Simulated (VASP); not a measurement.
# Cu (Fm-3m) in VASP: settings compared, part 2 of 3

VASP 6.6.1. The steps go on from the part before.

### Step 4. Band structure, revPBE

The input, POSCAR:

```
Cu
1.0
    0.0000000000      1.8075000000      1.8075000000
    1.8075000000      0.0000000000      1.8075000000
    1.8075000000      1.8075000000      0.0000000000
Cu
1
Direct
    0.0000000000      0.0000000000      0.0000000000
```

The input, INCAR.step1:

```
PREC     = Accurate       # precision mode
ENCUT    = 520            # plane-wave cutoff, eV
EDIFF    = 1E-6           # SCF threshold, eV
ISMEAR   = -1             # smearing method
SIGMA    = 0.05           # smearing width, eV
LREAL    = F              # projectors in reciprocal space
LASPH    = T              # aspherical terms in the spheres
NELM     = 60             # most SCF steps
ALGO     = Fast           # electronic algorithm
ISIF     = 2              # what is computed and relaxed
LWAVE    = F              # write WAVECAR
LCHARG   = T              # write CHGCAR
LMAXMIX  = 4              # l up to which the mixer works
GGA      = RE             # functional
NBANDS   = 12             # bands
```

The input, KPOINTS.step1:

```
Automatic mesh
0
Gamma
  13 13 13
```

The input, INCAR.step2:

```
PREC     = Accurate       # precision mode
ENCUT    = 520            # plane-wave cutoff, eV
EDIFF    = 1E-6           # SCF threshold, eV
ISMEAR   = 0              # smearing method
SIGMA    = 0.05           # smearing width, eV
LREAL    = F              # projectors in reciprocal space
LASPH    = T              # aspherical terms in the spheres
NELM     = 60             # most SCF steps
ALGO     = Fast           # electronic algorithm
ISIF     = 2              # what is computed and relaxed
LWAVE    = F              # write WAVECAR
LCHARG   = F              # write CHGCAR
LMAXMIX  = 4              # l up to which the mixer works
GGA      = RE             # functional
NBANDS   = 12             # bands
ICHARG   = 11             # starting density
```

The input, KPOINTS.step2:

```
path GXWKGLUWLK,UX
10
line-mode
reciprocal
 0.0000000000  0.0000000000  0.0000000000  G
 0.5000000000  0.0000000000  0.5000000000  X

 0.5000000000  0.0000000000  0.5000000000  X
 0.5000000000  0.2500000000  0.7500000000  W

 0.5000000000  0.2500000000  0.7500000000  W
 0.3750000000  0.3750000000  0.7500000000  K

 0.3750000000  0.3750000000  0.7500000000  K
 0.0000000000  0.0000000000  0.0000000000  G

 0.0000000000  0.0000000000  0.0000000000  G
 0.5000000000  0.5000000000  0.5000000000  L

 0.5000000000  0.5000000000  0.5000000000  L
 0.6250000000  0.2500000000  0.6250000000  U

 0.6250000000  0.2500000000  0.6250000000  U
 0.5000000000  0.2500000000  0.7500000000  W

 0.5000000000  0.2500000000  0.7500000000  W
 0.5000000000  0.5000000000  0.5000000000  L

 0.5000000000  0.5000000000  0.5000000000  L
 0.3750000000  0.3750000000  0.7500000000  K

 0.6250000000  0.2500000000  0.6250000000  U
 0.5000000000  0.0000000000  0.5000000000  X
```

Potentials or basis: VASP PAW PBE potentials, release 64 (Cu).

The run is started by

```sh
$ cat potpaw_PBE.64/Cu/POTCAR > POTCAR
$ cp INCAR.step1 INCAR
$ cp KPOINTS.step1 KPOINTS
$ mpirun -np 1 vasp_std > vasp.out
$ cp INCAR.step2 INCAR
$ cp KPOINTS.step2 KPOINTS
$ mpirun -np 1 vasp_std > vasp.out
```

OUTCAR:

```text
PREC = Accurate
   ENCUT = 520
   EDIFF = 1E-6
   ISMEAR = 0
   LREAL = F
   LASPH = T
   NELM = 60
   ISIF = 2
   GGA = RE
   ICHARG = 11

 ion  position               nearest neighbor table
   1  0.000  0.000  0.000-

  LATTYP: Found a face centered cubic cell.
 ALAT       =     3.6150000000

  Lattice vectors:

 A1 = (   0.0000000000,   1.8075000000,   1.8075000000)
 A2 = (   1.8075000000,   0.0000000000,   1.8075000000)
 A3 = (   1.8075000000,   1.8075000000,   0.0000000000)

Analysis of symmetry for initial positions (statically):
=====================================================================
 Subroutine PRICEL returns:
 Original cell was already a primitive cell.

 Routine SETGRP: Setting up the symmetry group for a
 face centered cubic supercell.

 Subroutine GETGRP returns: Found 48 space group operations
 (whereof 48 operations were pure point group operations)
 out of a pool of 48 trial point group operations.

The static configuration has the point symmetry O_h .

Analysis of symmetry for dynamics (positions and initial velocities):
=====================================================================
 Subroutine PRICEL returns:
 Original cell was already a primitive cell.

 Routine SETGRP: Setting up the symmetry group for a
 face centered cubic supercell.

 Subroutine GETGRP returns: Found 48 space group operations
 (whereof 48 operations were pure point group operations)
 out of a pool of 48 trial point group operations.

The dynamic configuration has the point symmetry O_h .

 Subroutine INISYM returns: Found 48 space group operations
 (whereof 48 operations are pure point group operations),
 and found     1 'primitive' translations

----------------------------------------------------------------------------------------

                                     Primitive cell

  volume of cell :      11.8104

  direct lattice vectors                    reciprocal lattice vectors
     0.000000000  1.807500000  1.807500000    -0.276625173  0.276625173  0.276625173
     1.807500000  0.000000000  1.807500000     0.276625173 -0.276625173  0.276625173
     1.807500000  1.807500000  0.000000000     0.276625173  0.276625173 -0.276625173

  length of vectors
     2.556191014  2.556191014  2.556191014     0.479128854  0.479128854  0.479128854

  position of ions in fractional coordinates (direct lattice)
     0.000000000  0.000000000  0.000000000

  ion indices of the primitive-cell ions
   primitive index   ion index
                 1           1

----------------------------------------------------------------------------------------

 KPOINTS: path GXWKGLUWLK,UX

Interpolating k-points between supplied coordinates.

 Line segments in fractional coordinates (reciprocal lattice):
    0.000000  0.000000  0.000000  ...  0.500000  0.000000  0.500000
    0.500000  0.000000  0.500000  ...  0.500000  0.250000  0.750000
    0.500000  0.250000  0.750000  ...  0.375000  0.375000  0.750000
    0.375000  0.375000  0.750000  ...  0.000000  0.000000  0.000000
    0.000000  0.000000  0.000000  ...  0.500000  0.500000  0.500000
    0.500000  0.500000  0.500000  ...  0.625000  0.250000  0.625000
    0.625000  0.250000  0.625000  ...  0.500000  0.250000  0.750000
    0.500000  0.250000  0.750000  ...  0.500000  0.500000  0.500000
    0.500000  0.500000  0.500000  ...  0.375000  0.375000  0.750000
    0.625000  0.250000  0.625000  ...  0.500000  0.000000  0.500000

 Generated    10 points on each line segment, for a total of    100 k-points:

 Following reciprocal coordinates:
            Coordinates               Weight
  0.000000  0.000000  0.000000      0.010000
  0.055556  0.000000  0.055556      0.010000
  0.111111  0.000000  0.111111      0.010000
  0.166667  0.000000  0.166667      0.010000
  0.222222  0.000000  0.222222      0.010000
  0.277778  0.000000  0.277778      0.010000
[... 16 lines left out ...]
  0.472222  0.277778  0.750000      0.010000
  0.458333  0.291667  0.750000      0.010000
 [... further k-points ...]
   k-points           NKPTS =    100   k-points in BZ     NKDIM =    100   number of bands    NBANDS=     12
   number of dos      NEDOS =    301   number of ions     NIONS =      1
   total plane-waves  NPLWV =   8000
   dimension x,y,z NGX =    20 NGY =   20 NGZ =   20
   dimension x,y,z NGXF=    40 NGYF=   40 NGZF=   40
   ions per type =               1
   NGX,Y,Z   is equivalent  to a cutoff of  13.01, 13.01, 13.01 a.u.
   NGXF,Y,Z  is equivalent  to a cutoff of  26.01, 26.01, 26.01 a.u.
 SYSTEM =  unknown system
   PREC   = accura    normal or accurate (medium, high low for compatibility)
   ISTART =      0    job   : 0-new  1-cont  2-samecut
   ICHARG =     11    charge: 1-file 2-atom 10-const
   ISPIN  =      1    spin polarized calculation?
   LNONCOLLINEAR =      F non collinear calculations
   LSORBIT =      F    spin-orbit coupling
   LASPH  =      T    aspherical Exc in radial PAW
   ENCUT  =  520.0 eV  38.22 Ry    6.18 a.u.   4.75  4.75  4.75*2*pi/ulx,y,z
   NELM   =     60;   NELMIN=  2; NELMDL=  0     # of ELM steps
   EDIFF  = 0.1E-05   stopping-criterion for ELM
   LREAL  =      F    real-space projection
   EDIFFG = 0.1E-04   stopping-criterion for IOM
   NSW    =      0    number of steps for IOM
   IBRION =     -1    ionic relax: 0-MD 1-quasi-New 2-CG
   NFREE  =      0    steps in history (QN), initial steepest desc. (CG)
   ISIF   =      2    stress and relaxation
   ISYM   =      2    0-nonsym 1-usesym 2-fastsym
   POTIM  = 0.5000    time-step for ionic-motion
   TEBEG  =    0.0;   TEEND  =   0.0 temperature during run
   PSTRESS=    0.0 pullay stress
   NELECT =      11.0000    total number of electrons
   NUPDOWN=      -1.0000    fix difference up-down
   EMIN   =  10.00;   EMAX   =-10.00  energy-range for DOS
   EFERMI =   0.00;   METHOD = LEGACY
   ISMEAR =     0;   SIGMA  =   0.05  broadening in eV -4-tet -1-fermi 0-gaus
   EFERMI_NEDOS =   21; number of points for ismear=-14 and -15
   IALGO  =     68    algorithm
   IMIX   =      4    mixing-type and parameters
     AMIX     =   0.40;   BMIX     =  1.00
     AMIX_MAG =   1.60;   BMIX_MAG =  1.00
  volume/ion in A,a.u.               =      11.81        79.70
  Fermi-wavevector in a.u.,A,eV,Ry     =   1.598763  3.021224 34.777078  2.556043
  Thomas-Fermi vector in A             =   2.696162
   LORBIT       =      0    0 simple, 1 ext, 2 COOP (PROOUT), +10 PAW based schemes
   GGA     = RE    functional components
   LHFCALC =     F    Hartree Fock is set to
   AEXX    =    0.0000 exact exchange contribution
   IVDW    =     0    specifies the selected vdW correction
   LEPSILON=     F    determine dielectric tensor
   LRPA    =     F    only Hartree local field effects (RPA)
 non-spin polarized calculation
 RMM-DIIS sequential band-by-band and
 Gauss-broadening in eV      SIGMA  =   0.05
  energy-cutoff  :      520.00
  volume of cell :       11.81
 maximum number of plane-waves:       332
 NGX is ok and might be reduce to    20

 number of electron      11.0000001 magnetization

 Free energy of the ion-electron system (eV)
  ---------------------------------------------------
  ext. energy  EPLUGINS =         0.00000000
  ---------------------------------------------------
  free energy    TOTEN  =        -1.93561199 eV

  energy without entropy =       -1.93464251  energy(sigma->0) =       -1.93512725

 E-fermi :   9.6234     XC(G=0): -12.6265

 val. band max:        9.5859681664   @ k =   0.5000   0.0556   0.5556
 cond. band min:       9.6322653956   @ k =   0.5417   0.0833   0.5417
 fundamental gap:      0.0462972292
 Fermi energy:         9.6233721054

 k-point     1 :       0.0000    0.0000    0.0000
  band No.  band energies     occupation
      1      -1.6465      2.00000
      2       4.6687      2.00000
      3       4.6687      2.00000
      4       4.6687      2.00000
      5       5.4877      2.00000
      6       5.4877      2.00000
      7      30.2510      0.00000
      8      32.9640      0.00000
      9      32.9640      0.00000
     10      32.9641      0.00000
     11      35.4302      0.00000
     12      35.4302      0.00000
[... 331 lines left out ...]
 k-point    24 :       0.4583    0.2917    0.7500
  band No.  band energies     occupation
      1       3.5185      2.00000
      2       3.8717      2.00000
      3       4.4844      2.00000
      4       5.4948      2.00000
      5       6.1609      2.00000
      6      12.8948      0.00000
      7      14.0029      0.00000
      8      15.8311      0.00000
      9      18.1545      0.00000
     10      32.6610      0.00000
     11      37.0311      0.00000
     12      38.5253      0.00000

 [... further k-points ...]

------------------------ aborting loop because EDIFF is reached ----------------------------------------

  FORCE on cell =-STRESS in cart. coord.  units (eV):
  Direction    XX          YY          ZZ          XY          YZ          ZX
  --------------------------------------------------------------------------------------
  -------------------------------------------------------------------------------------
  Total        3.2117099      3.2117099      3.2117099      0.0000000      0.0000000     -0.0000000
  in kB      435.6944041    435.6944041    435.6944041      0.0000000      0.0000000     -0.0000000
  external PRESSURE =     435.6944041 kB  Pullay stress =       0.0000000 kB

 VOLUME and BASIS-vectors are now :
 -----------------------------------------------------------------------------
  energy-cutoff  :      520.00
  volume of cell :       11.81
      direct lattice vectors                 reciprocal lattice vectors
     0.000000000  1.807500000  1.807500000    -0.276625173  0.276625173  0.276625173
     1.807500000  0.000000000  1.807500000     0.276625173 -0.276625173  0.276625173
     1.807500000  1.807500000  0.000000000     0.276625173  0.276625173 -0.276625173

 POSITION                                       TOTAL-FORCE (eV/Angst)
 -----------------------------------------------------------------------------------
      0.00000      0.00000      0.00000         0.000000     -0.000000      0.000000
 -----------------------------------------------------------------------------------
    total drift:                               -0.000000     -0.000000     -0.000000

  FREE ENERGIE OF THE ION-ELECTRON SYSTEM (eV)
  ---------------------------------------------------
  free  energy   TOTEN  =        -1.9356119906 eV

  energy  without entropy=       -1.9346425111  energy(sigma->0) =       -1.93512725
```

It took 12 s on 1 thread of AMD EPYC 9R45 (Zen 5), shared host; peak memory 0.1 GiB.

What came out:

```
Band gap along the path : none (metal or under the smearing width)
```

Levels at the corners of the path, in eV from the Fermi level:
| point | band 2 | band 3 | band 4 | band 5 | band 6 | band 7 | band 8 | band 9 |
| --- | --- | --- | --- | --- | --- | --- | --- | --- |
| Γ | -3.21 | -3.21 | -3.21 | -2.39 | -2.39 | 22.37 | 25.09 | 25.09 |
| X | -4.60 | -1.84 | -1.68 | -1.68 | 1.32 | 6.94 | 12.93 | 12.93 |
| X | -4.60 | -1.84 | -1.68 | -1.68 | 1.32 | 6.94 | 12.93 | 12.93 |
| W | -3.71 | -3.71 | -2.43 | -1.68 | 6.03 | 6.03 | 8.10 | 8.67 |
| W | -3.71 | -3.71 | -2.43 | -1.68 | 6.03 | 6.03 | 8.10 | 8.67 |
| K | -4.25 | -2.95 | -2.26 | -1.87 | 4.15 | 5.55 | 7.68 | 15.01 |
| K | -4.25 | -2.95 | -2.26 | -1.87 | 4.15 | 5.55 | 7.68 | 15.01 |
| Γ | -3.21 | -3.21 | -3.21 | -2.39 | -2.39 | 22.37 | 25.09 | 25.09 |
| Γ | -3.21 | -3.21 | -3.21 | -2.39 | -2.39 | 22.37 | 25.09 | 25.09 |
| L | -3.24 | -3.24 | -1.82 | -1.82 | -1.19 | 3.59 | 20.86 | 21.94 |
| L | -3.24 | -3.24 | -1.82 | -1.82 | -1.19 | 3.59 | 20.86 | 21.94 |
| U | -4.25 | -2.95 | -2.26 | -1.87 | 4.15 | 5.55 | 7.68 | 15.01 |
| U | -4.25 | -2.95 | -2.26 | -1.87 | 4.15 | 5.55 | 7.68 | 15.01 |
| W | -3.71 | -3.71 | -2.43 | -1.68 | 6.03 | 6.03 | 8.10 | 8.67 |
| W | -3.71 | -3.71 | -2.43 | -1.68 | 6.03 | 6.03 | 8.10 | 8.67 |
| L | -3.24 | -3.24 | -1.82 | -1.82 | -1.19 | 3.59 | 20.86 | 21.94 |
| L | -3.24 | -3.24 | -1.82 | -1.82 | -1.19 | 3.59 | 20.86 | 21.94 |
| K | -4.25 | -2.95 | -2.26 | -1.87 | 4.15 | 5.55 | 7.68 | 15.01 |
| U | -4.25 | -2.95 | -2.26 | -1.87 | 4.15 | 5.55 | 7.68 | 15.01 |
| X | -4.60 | -1.84 | -1.68 | -1.68 | 1.32 | 6.94 | 12.93 | 12.93 |

Caveat: the log is that of the step along the path at fixed density, whose energy, stress, charges and moments have no meaning; the PAW data sets were made with another functional, which shifts forces and pressure a little.

### Step 5. Band structure, BLYP

POSCAR is that of step 4.

The input, INCAR.step1:

```
AGGAC = 1.0 ; AGGAX = 1.0
ALDAC = 0.0 ; ALDAX = 1.0
ALGO = Normal ; EDIFF = 1E-6
ENCUT = 520 ; GGA = B5
ISIF = 2 ; ISMEAR = -1
LASPH = T ; LCHARG = T
LMAXMIX = 4 ; LREAL = F
LWAVE = F ; NELM = 100
PREC = Accurate ; SIGMA = 0.05
```

The input, KPOINTS.step1:

```
k-points
0
Gamma
  13 13 13
```

The input, INCAR.step2:

```
AGGAC = 1.0 ; AGGAX = 1.0
ALDAC = 0.0 ; ALDAX = 1.0
ALGO = Normal ; EDIFF = 1E-6
ENCUT = 520 ; GGA = B5
ICHARG = 11 ; ISIF = 2
ISMEAR = 0 ; LASPH = T
LCHARG = F ; LMAXMIX = 4
LREAL = F ; LWAVE = F
NELM = 100 ; PREC = Accurate
SIGMA = 0.05
```

Changes to KPOINTS.step2 since step 4:

```diff
@@ -1,3 +1,3 @@
 path GXWKGLUWLK,UX
-10
+15
 line-mode
```

The run is started by

```sh
$ cat potpaw_PBE.64/Cu/POTCAR > POTCAR
$ cp INCAR.step1 INCAR
$ cp KPOINTS.step1 KPOINTS
$ mpirun -np 1 vasp_std > vasp.out
$ cp INCAR.step2 INCAR
$ cp KPOINTS.step2 KPOINTS
$ mpirun -np 1 vasp_std > vasp.out
```

Run time: 14 s. Hardware: 1 thread of AMD EPYC 9R45 (Zen 5), shared host; peak memory 0.1 GiB.

Results (log left out):

```yaml
Band_gap_along_the_path: none (metal or under the smearing width)
```

Levels at the corners of the path, in eV from the Fermi level:
```tsv
point	band 1	band 2	band 3	band 4	band 5	band 6	band 7	band 8	band 9
Γ	-9.46	-3.33	-3.33	-3.33	-2.51	-2.51	22.74	24.99	24.99
X	-5.12	-4.70	-1.96	-1.79	-1.79	1.40	6.93	12.86	12.86
X	-5.12	-4.70	-1.96	-1.79	-1.79	1.40	6.93	12.86	12.86
W	-4.39	-3.80	-3.80	-2.55	-1.79	6.07	6.07	8.31	8.43
W	-4.39	-3.80	-3.80	-2.55	-1.79	6.07	6.07	8.31	8.43
K	-4.56	-4.32	-3.03	-2.37	-1.98	4.20	5.60	7.62	14.93
K	-4.56	-4.32	-3.03	-2.37	-1.98	4.20	5.60	7.62	14.93
Γ	-9.46	-3.33	-3.33	-3.33	-2.51	-2.51	22.74	24.99	24.99
Γ	-9.46	-3.33	-3.33	-3.33	-2.51	-2.51	22.74	24.99	24.99
L	-5.33	-3.36	-3.36	-1.93	-1.93	-1.02	3.50	21.30	21.69
L	-5.33	-3.36	-3.36	-1.93	-1.93	-1.02	3.50	21.31	21.69
U	-4.56	-4.32	-3.03	-2.37	-1.98	4.20	5.60	7.62	14.93
U	-4.56	-4.32	-3.03	-2.37	-1.98	4.20	5.60	7.62	14.93
W	-4.39	-3.80	-3.80	-2.55	-1.79	6.07	6.07	8.31	8.43
W	-4.39	-3.80	-3.80	-2.55	-1.79	6.07	6.07	8.31	8.43
L	-5.33	-3.36	-3.36	-1.93	-1.93	-1.02	3.50	21.30	21.69
L	-5.33	-3.36	-3.36	-1.93	-1.93	-1.02	3.50	21.30	21.69
K	-4.56	-4.32	-3.03	-2.37	-1.98	4.20	5.60	7.62	14.93
U	-4.56	-4.32	-3.03	-2.37	-1.98	4.20	5.60	7.62	14.93
X	-5.12	-4.70	-1.96	-1.79	-1.79	1.40	6.93	12.86	12.86
```

Caveat: the log is that of the step along the path at fixed density, whose energy, stress, charges and moments have no meaning; the PAW data sets were made with another functional, which shifts forces and pressure a little.

[end of part 2 of 3]
